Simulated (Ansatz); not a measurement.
# NiO (Fm-3m) in Ansatz: relaxation of cell and atoms with HSE03

Aim: the relaxation of cell and atoms of NiO with HSE03.

Program: Ansatz 0.2.0. These are calculated values, not measurements. Logs are shortened: lines on timing, memory, paths and dates and some standing lists are left out, and cuts for length are marked.

### Step 1. The structure

Symmetry: Fm-3m, No. 225, cubic system. The conventional cell has a = 4.172 Å, b = 4.172 Å, c = 4.172 Å, α = 90.00°, β = 90.00°, γ = 90.00°. Around Ni (site symmetry m-3m) lie 6 O at 2.09 Å. O (site symmetry m-3m) has 6 Ni at 2.09 Å as nearest neighbours.

### Step 2. Relaxation of cell and atoms, HSE03, collinear spin, ferromagnetic start

File input.yaml:

```yaml
crystal:
  lattice:
    - [0.0, 2.0859016414, 2.0859016414]
    - [2.0859016414, 0.0, 2.0859016414]
    - [2.0859016414, 2.0859016414, 0.0]
  atoms:
    - { symbol: Ni, position: [0.0, 0.0, 0.0], spin: 1.0 }
    - { symbol: O, position: [0.5, 0.5, 0.5] }
hamiltonian:
  xc: { exchange: pbe, correlation: pbe, exx: { coeff: 0.25, omega: 0.3 } }
  pseudopotentials: { kind: paw }
magnetization:
  spin_polarized: true
kpoints:
  mp_grid: { grid: [6, 6, 6] }
scf:
  occupations: { method: fermi_dirac, width: 0.05 }
output:
  forces: true
  stress: true
relax:
  f_tol: 0.01
  max_steps: 40
  cell: { stress_tol: 0.05 }
```

Potentials or basis: Ansatz PAW.

Run with:

```sh
ansatz run input.yaml --threads 2 --pin off --max-ram 5632MiB --backend cpu --events-out ev --progress --plain --runs-dir out
```

Standard output:

```text
Warning: RAYON_NUM_THREADS=2 ignored (pool sized by the plan → 2); use --threads N
Engine: ansatz 0.2.0, aarch64-unknown-linux-gnu
Pseudopotentials: kind: paw
Pseudopotential: Ni, paw, valence charge 18, recommended cutoff 420 eV (normal), Ni.paw.azcp
Pseudopotential: O, paw, valence charge 6, recommended cutoff 420 eV (normal), O.paw.azcp
Functional definition: unnamed
  parameter a_1 = 0.25
  parameter omega_1 = 0.3/angstrom
  exchange = pbe_x + (-a_1)*pbe_x_sr(omega_1) + a_1*exact_x_sr(omega_1)
  correlation = pbe_c
Crystal: 2 atoms, lattice volume = 18.151 Å³
Basis set: ecut = 420 eV, 339 PW (Γ), exchange–correlation on 40×40×40 points (8 copies of the dense FFT grid, shifted against one another)
Bands: 17, of which v1, the nominal top of the filled ones, is band 12 counted from 1 (11 counted from 0)
Symmetry: 48 space group operations
Space group: Fm-3m (ITA 225), of the structure as read, at distance tolerance 2.6e-5 Å
Magnetic group: BNS 225.116 (UNI 1618), of the structure as read, at distance tolerance 2.6e-5 Å
k-points: 16 of 216
Non-local potential: Ni, projectors of the file, l = 0: 3, l = 1: 2, l = 2: 3, l = 3: 1
Non-local potential: O, projectors of the file, l = 0: 2, l = 1: 2, l = 2: 1
PAW form: soft (Blöchl's): semilocal exchange-correlation on the pseudo side does not see the compensation charge
PAW frozen core: Ni, regenerated for the run's functional, and the local potential with it (the file was generated under x = pbe(κ = 0.804, μ = 0.2195149727645171), c = pbe(β = 0.06672455060314922))
PAW frozen core: O, regenerated for the run's functional, and the local potential with it (the file was generated under x = pbe(κ = 0.804, μ = 0.2195149727645171), c = pbe(β = 0.06672455060314922))
PAW one-centre angular grid: Ni, 590 points (default); XC on 64 Gauss nodes
PAW one-centre angular grid: O, 110 points (default); XC on 96 Gauss nodes
Initial density: superposition of atomic densities (chi_scale 0.1, normalization cell, long waves kept (reshape's long-wave potential 0.00 eV rms))
Starting moments: Σ|m| = 1 μB on 1 of 2 sites
Initial wavefunctions: pseudopotential atomic-orbital guess
Functional: x = pbe(κ = 0.804, μ = 0.2195149727645171), c = pbe(β = 0.06672455060314922), warm-up for x = pbe(κ = 0.804, μ = 0.2195149727645171) + 0.25 (exact − pbe) at short range (hse, ω = 0.3 Å⁻¹), c = pbe(β = 0.06672455060314922)
SCF iter   1: F=—  HF=-6409.264269 eV  |F-HF|=—  |Δ(HF+E_count)|=         —  Δρ=3.07e-1 (↑1.49e-1 ↓3.07e-1)  dr2=2.82e1  dr2_m=1.32e0  M=0.195 μB ∫|m|=0.199 μB  β_m=0.30  ethr=1.00e-1  ⟨swp⟩=5.8  Hψ=1585  notcnv=0
preconditioner: auto → none  [metal: Δε(μ)=0.063 eV  Ē_g=15.573 eV  σ=0.050 eV  W_gap=0.28  n_scr=8 (ndim 8)  ℏωp=34.9 eV  f_vac=0.000  D(μ)=1.67/eV (n_scr^D=14)  sad-step TF]
iter 2 solved again at ethr=1.68e-3 eV; its pass at ethr=1.00e-1 eV (dr2=4.03e-1 eV) is discarded
SCF iter   2: F=—  HF=-6405.841492 eV  |F-HF|=—  |Δ(HF+E_count)|=    3.42e0  Δρ=7.00e-2 (↑7.00e-2 ↓5.47e-2)  dr2=4.24e-1  dr2_m=2.36e-1  M=0.386 μB ∫|m|=0.387 μB  β_m=0.30  ethr=1.68e-3  ⟨swp⟩=3.3  Hψ=2391  notcnv=0
SCF iter   3: F=—  HF=-6405.619822 eV  |F-HF|=—  |Δ(HF+E_count)|=   2.22e-1  Δρ=5.10e-2 (↑3.94e-2 ↓5.10e-2)  dr2=2.01e-1  dr2_m=2.18e-1  M=0.288 μB ∫|m|=0.293 μB  β_m=0.30  ethr=1.68e-3  ⟨swp⟩=3.0  Hψ=1254  notcnv=0
SCF iter   4: F=—  HF=-6405.564127 eV  |F-HF|=—  |Δ(HF+E_count)|=   5.57e-2  Δρ=2.61e-2 (↑2.44e-2 ↓2.61e-2)  dr2=2.33e-3  dr2_m=1.04e-1  M=0.295 μB ∫|m|=0.298 μB  β_m=1.00  ethr=8.36e-4  ⟨swp⟩=3.0  Hψ=1311  notcnv=0
SCF iter   5: F=—  HF=-6405.565449 eV  |F-HF|=—  |Δ(HF+E_count)|=   1.32e-3  Δρ=8.30e-3 (↑8.30e-3 ↓3.96e-3)  dr2=1.51e-2  dr2_m=9.16e-4  M=0.277 μB ∫|m|=0.284 μB  β_m=0.30  ethr=9.72e-6  ⟨swp⟩=4.0  Hψ=1616  notcnv=0
SCF iter   6: F=—  HF=-6405.574069 eV  |F-HF|=—  |Δ(HF+E_count)|=   8.62e-3  Δρ=4.84e-3 (↑4.02e-3 ↓4.84e-3)  dr2=7.16e-4  dr2_m=2.98e-3  M=0.256 μB ∫|m|=0.262 μB  β_m=0.30  ethr=9.72e-6  ⟨swp⟩=4.0  Hψ=1531  notcnv=0
Mixer restart at iter 6: flushing history
spin-set hold released at iteration 6 (site moments contracting): the magnetisation degrees of freedom join the quasi-Newton model from the next iteration; the mixer history was flushed
SCF iter   7: F=—  HF=-6405.583247 eV  |F-HF|=—  |Δ(HF+E_count)|=   9.18e-3  Δρ=8.93e-3 (↑2.73e-3 ↓8.93e-3)  dr2=5.75e-3  dr2_m=5.35e-3  M=0.235 μB ∫|m|=0.240 μB  β_m=0.65  ethr=2.98e-6  ⟨swp⟩=4.0  Hψ=1399  notcnv=0
SCF iter   8: F=—  HF=-6405.594366 eV  |F-HF|=—  |Δ(HF+E_count)|=   1.11e-2  Δρ=8.40e-3 (↑8.40e-3 ↓3.40e-3)  dr2=9.09e-3  dr2_m=4.15e-3  M=0.215 μB ∫|m|=0.219 μB  β_m=0.80  ethr=2.98e-6  ⟨swp⟩=3.9  Hψ=1535  notcnv=0
SCF iter   9: F=—  HF=-6405.596971 eV  |F-HF|=—  |Δ(HF+E_count)|=   2.61e-3  Δρ=5.31e-3 (↑5.13e-3 ↓5.31e-3)  dr2=2.42e-3  dr2_m=3.82e-3  M=0.145 μB ∫|m|=0.147 μB  β_m=0.90  ethr=2.98e-6  ⟨swp⟩=4.0  Hψ=1518  notcnv=0
SCF iter  10: F=—  HF=-6405.599999 eV  |F-HF|=—  |Δ(HF+E_count)|=   3.03e-3  Δρ=5.82e-3 (↑3.13e-3 ↓5.82e-3)  dr2=6.10e-3  dr2_m=1.20e-3  M=0.106 μB ∫|m|=0.107 μB  β_m=0.75  ethr=2.98e-6  ⟨swp⟩=4.0  Hψ=1650  notcnv=0
[... 272 lines left out ...]
SCF iter   2: F=-6405.152944 eV  HF=-6405.152944 eV  |F-HF|=9.09e-13  |Δ(HF+E_count)|=  3.64e-12  Δρ=7.97e-8 (↑7.97e-8 ↓3.63e-8)  dr2=8.93e-13  dr2_m=1.91e-13  M=2.000 μB ∫|m|=2.031 μB  ethr=1.00e-12  ⟨swp⟩=4.4  Hψ=1271  notcnv=0
SCF 21 converged in 2 iterations: F = -6405.152944 eV  dr2 = 8.93e-13
hybrid outer 1: dexx = +4.547e-13 eV, tail = 3.47e-12 eV
Exchange kernel: α = 0.2500, screened, ω = 0.3000 Å⁻¹, Wigner–Seitz truncation, v(0) = 502.5927 eV·Å³, q-mesh 6×6×6, nearest image of the exchange supercell L = 17.80 Å, pair-density grid 12×12×12, without the augmentation charges, whose exchange is taken in its separable form by FFT convolution over the k-point mesh (sized by the pseudopotential files, 18×18×18 at the most), smooth part of the exact exchange by density-matrix convolution
Frozen-core exchange: fock
SCF iter   1: F=—  HF=-6405.152944 eV  |F-HF|=—  |Δ(HF+E_count)|=         —  Δρ=6.75e-8 (↑6.75e-8 ↓3.43e-8)  dr2=5.15e-13  dr2_m=1.88e-13  M=2.000 μB ∫|m|=2.031 μB  β_m=0.30  ethr=1.41e-12 (applied; sched 1.00e-12)  ⟨swp⟩=10.1  Hψ=1920  notcnv=0
SCF iter   2: F=-6405.152944 eV  HF=-6405.152944 eV  |F-HF|=0.00e0  |Δ(HF+E_count)|=  1.82e-12  Δρ=4.15e-8 (↑4.15e-8 ↓2.60e-8)  dr2=1.60e-13  dr2_m=9.86e-14  M=2.000 μB ∫|m|=2.031 μB  ethr=1.00e-12  ⟨swp⟩=2.1  Hψ=937  notcnv=0
SCF 22 converged in 2 iterations: F = -6405.152944 eV  dr2 = 1.60e-13
  Residual-converged pass: ⟨swp⟩=3.0  Hψ=1157  notcnv=0  max |occ|·‖R‖ = 9.8e-9 eV (tolerance 1.0e-8 eV)  dr2=1.54e-13  dr2_m=1.01e-13  dr2_onsite=3.09e-13  max |Δocc| = 5.1e-18
hybrid outer 2: dexx = +2.842e-14 eV, tail = 1.18e-12 eV, Δε = 5.66e-7 eV (about 8.84e-7 eV left of the loop's levels)
this state was not tested for a lower state beside it, because the functional holds exact exchange (a hybrid, or Hartree-Fock), whose exchange loop this test does not read (fock_operator); the stability check (scf.self_checks: high) cannot read this state: a pseudopotential is PAW: the check reads norm-conserving sets alone
relax step   6: F+E_penalty+E_count = -6405.15294420 eV  Δ(F+E_penalty+E_count) = -4.547e-12 eV  max|allowed force component| = 6.738e-30 eV/Å  Δτ_max = 0.0000 Å  P = +0.006 GPa  Ω = 18.460 Å³  stress off target by 5.50e-3 GPa  SCF on the basis re-selected at this cell (its energy is not comparable with the rows above)  (4 SCF iters)
basis re-selected at this cell: Δ(F+E_penalty+E_count) = -4.547e-12 eV, ΔP = +0.002 GPa vs the last step (what re-selecting the basis moved, of the pressure what is left beyond the Pulay correction that the steps carried, after the strain that the cell walked since its last selection, with what the two solves' SCF thresholds leave and, on support functions, any second-order correction that the steps lacked; it is no measure of the basis error at this ecutwfc). This SCF's stress stands 5.50e-3 GPa from its target on what of the cell is left free (relax.cell.stress_tol is 5.00e-2 GPa) and its largest allowed force component is 6.74e-30 eV/Å (relax.f_tol is 1.00e-2 eV/Å): within both
hybrid SCF converged: 2 outer / 4 inner (+0 warm-up), last move |dexx| = 2.84e-14 eV, tail = 1.18e-12 eV
Magnetization: 2.0000 μB (13.0000 up, 11.0000 down)
Absolute magnetization: 2.0288 μB (∫|ρ↑−ρ↓|, with the PAW one-centre terms)
Spin contamination: 0.0031 ħ² per cell (⟨S²⟩ above its minimum at these occupations)
Per-site moments (μB) at R_I (Å): [(1.726290673345934, 0.8652795294186202), (0.23934287323986617, 0.8652795294186202)]
Free energy (F): -6405.152944 eV
Frozen-core exchange: fock
Harris-Foulkes:  -6405.152944 eV  (|F-HF|=0.00e0)
Internal energy: -6405.152944 eV  (E = F + TS)
E sigma→0 (E₀):  -6405.152944 eV
Fermi energy:    14.204972 eV
--- Per-component energies (eV) ---
  E_band       = -407.843104
  E_kinetic    = 450.768379
  E_local      = -4018.717952  (includes V_loc(G=0)·N_el)
  E_nonlocal   = 693.900995
  E_hartree    = 1654.327197
  E_xc         = -127.210206
  E_vxc        = -161.157895  (∫ρ·V_xc dr)
  E_exx        = -112.804517  (= α·E_x^exact, valence–valence)
  E_paw        = -1708.603661  (= ΣΔE_a)
  E_vpaw       = -455.684890  (= ΣTr[D̂ρ^β])
  E_aug_tail   = 0.002924  (compensation charges beyond the density's cutoff)
  E_ewald      = -3236.573778
  E_core_change = -0.242326  (= ΣΔE_core)
  E_smearing   = -0.000000  (= −TS)
  E_closure    = -0.000000  (closes the sum)
  Σ components = -6405.152944   (vs F -6405.152944, Δ=0.00e0)
--- Forces (eV/Å), atoms counted from 1 ---
  atom   1  Ni    -0.00000000     0.00000000    -0.00000000
  atom   2  O      0.00000000    -0.00000000     0.00000000
  max |Σ_I F_I| component: 1.18e-29 eV/Å
--- Stress (GPa, compression-positive) ---
        0.005501      -0.000000      -0.000000
       -0.000000       0.005501      -0.000000
       -0.000000      -0.000000       0.005501
  P = ⅓ Tr σ = 0.0055 GPa (0.055 kbar)
--- Band table (eV; the first three rows and the last of 32) ---
  k-point 0 ↑: bands = ["-97.5096", "-56.3896", "-56.3896", "-56.3896", "-8.4073", "7.8495", "7.8495", "8.7834", "8.7834", "8.7834", "10.4587", "10.4587", "10.4587", "16.0519", "32.4139"]
  k-point 1 ↑: bands = ["-97.5089", "-56.3971", "-56.3907", "-56.3907", "-8.0893", "7.2221", "7.2221", "7.7955", "8.8704", "8.8704", "9.9106", "11.2476", "11.2476", "17.7039", "28.6216"]
  k-point 2 ↑: bands = ["-97.5076", "-56.4119", "-56.3927", "-56.3927", "-7.3726", "5.5891", "6.3581", "6.3581", "9.1839", "9.1839", "10.0627", "12.3273", "12.3273", "19.7489", "25.6652"]
  k-point 15 ↓: bands = ["-94.6297", "-53.3271", "-53.3177", "-53.3121", "-6.1695", "6.9329", "7.8650", "8.6742", "10.7018", "10.9826", "11.0624", "16.5435", "17.0729", "23.0674", "25.9245"]
  guard bands above this table: 2 of the run's 17 bands. The solve was not asked for them (output.publish_guard_bands: true or output.eigenvalues: true publishes all)
--- Relaxed structure (4 steps of the walk, 4 accepted, 2 SCFs on fresh bases) ---
  F+E_penalty+E_count = -6405.15294420 eV   max|allowed force component| = 6.738e-30 eV/Å   (the final SCF, on the basis selected at the relaxed cell)
  cell:  # Å, volume = 18.4598 Å³
    - [-1.0967303145755795e-34, 2.0976473440451398, 2.0976473440451398]
    - [2.0976473440451398, -1.3693812338406897e-34, 2.0976473440451398]
    - [2.0976473440451398, 2.0976473440451398, -2.657187999649854e-34]
  atoms:
    - { symbol: Ni, position: [-4.207784447617368e-37, 3.6066723836661724e-37, 3.6066723836694524e-37] }
    - { symbol: O, position: [0.5, 0.5, 0.5] }
```

It took 1.9 min on 2 threads of Arm Neoverse V1, shared host; peak memory 0.72 GiB.

What came out:

| Quantity | Value |
| --- | --- |
| Free energy | -6405.1529 eV |
| Relaxed volume | 9.23 Å³/atom |
| Relaxed cell | a = 2.967 Å, b = 2.967 Å, c = 2.967 Å, α = 60.00°, β = 60.00°, γ = 60.00° |
| Space group after relaxing (to 0.05 Å) | Fm-3m (No. 225) |
| Energy gained by relaxing | 1.7 meV/atom |
| Ionic steps | 6 |
| Pressure after relaxing | 0.0 GPa |
| Band gap on the k mesh | 2.79 eV, indirect (least direct gap 3.77 eV) |
| Net moment | 2.00 μB per cell |
| Absolute moment | 2.03 μB per cell |
| Site moments | Ni +1.73; O +0.24 μB |

The path:
```tsv
step	energy change (eV)	largest force (eV/Å)	volume (Å³)
1	0.0000	0.0000	18.15
2	-0.0018	0.0000	18.31
3	-0.0019	0.0000	18.45
4	-0.0035	0.0000	18.45
5	-0.0035	0.0000	18.46
6	-0.0035	0.0000	18.46
```

Final structure:
```
Ni O
1.0
     0.00000    2.09765    2.09765
     2.09765    0.00000    2.09765
     2.09765    2.09765    0.00000
Ni O
1 1
Direct
  0.00000 0.00000 0.00000
  0.50000 0.50000 0.50000
```

Levels at points of the mesh, in eV from the valence-band top:
Spin up:
```csv
k point,band 10,band 11,band 12,band 13,band 14,band 15
"(0.00, 0.00, 0.00)",-3.99,-2.32,-2.32,-2.32,3.27,19.64
"(0.00, 0.00, -0.50)",-3.42,-2.51,0.00,0.00,7.34,12.32
"(0.00, -0.50, -0.50)",-3.76,-3.76,-3.09,-3.09,7.95,12.90
```
Spin down:
| k point | band 8 | band 9 | band 10 | band 11 | band 12 | band 13 | band 14 | band 15 |
| --- | --- | --- | --- | --- | --- | --- | --- | --- |
| (0.00, 0.00, 0.00) | -2.81 | -1.60 | -1.60 | -1.60 | 2.79 | 2.79 | 3.72 | 19.52 |
| (0.00, 0.00, -0.50) | -4.06 | -1.64 | -1.64 | -1.30 | 5.67 | 5.67 | 7.55 | 12.99 |
| (0.00, -0.50, -0.50) | -3.14 | -3.14 | -1.80 | -1.80 | 3.34 | 3.95 | 8.52 | 13.35 |

Caveat: the k mesh is coarse (spacing up to 0.43 Å⁻¹), so the values aren't converged, least of all with exact exchange; the magnetic or orbital state may not be the lowest; the plane-wave basis is chosen anew once the cell has moved, so the energies of steps on either side of that aren't comparable; the pressure holds a Pulay correction of +0.8 GPa for the finite cutoff; a cell with one magnetic atom can't hold antiferromagnetic order, which such compounds often take; the PAW data sets come from PBE, with cores solved anew for the run's functional, which leaves a small shift of forces and pressure. A k mesh can miss the band edges.
